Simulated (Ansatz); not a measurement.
Q: Write an Ansatz input for a single-point calculation of LiH with PBE (scalar-relativistic), a cutoff of 420 eV (density cutoff 4 times that), a Γ-centred 8×8×8 mesh and Gaussian smearing of 0.05 eV, without spin polarisation. Forces, stress and eigenvalues are wanted. The structure:
```
CELL_PARAMETERS angstrom
0.0000000000 2.0484368148 2.0484368148
2.0484368148 0.0000000000 2.0484368148
2.0484368148 2.0484368148 0.0000000000
ATOMIC_POSITIONS crystal
Li 0.0000000000 0.0000000000 0.0000000000
H 0.5000000000 0.5000000000 0.5000000000
```

A: 
```yaml
crystal:
  lattice:
    - [0.0, 2.0484368148, 2.0484368148]
    - [2.0484368148, 0.0, 2.0484368148]
    - [2.0484368148, 2.0484368148, 0.0]
  atoms:
    - { symbol: Li, position: [0.0, 0.0, 0.0] }
    - { symbol: H, position: [0.5, 0.5, 0.5] }
basis:
  ecutwfc: 420
  ecutrho_ratio: 4
kpoints:
  mp_grid: { grid: [8, 8, 8] }
hamiltonian:
  xc: pbe
scf:
  occupations: { method: gaussian, width: 0.05 }
output:
  forces: true
  stress: true
  eigenvalues: true
```

Launched as:
```sh
ansatz run input.yaml --threads 4 --pin off --max-ram 7168MiB --backend cpu --events-out ev --progress --plain --runs-dir out
```

Run as written, it has 4 valence electrons, 331 plane waves at Γ, 48 symmetry operations and 29 irreducible k-points; it took 6 SCF iterations in all. It ran for 0.25 s on 4 threads of Arm Neoverse V1 (shared host), peak memory 0.24 GiB.

The chain of runs began from a cell as deposited in COD, expanded in volume.
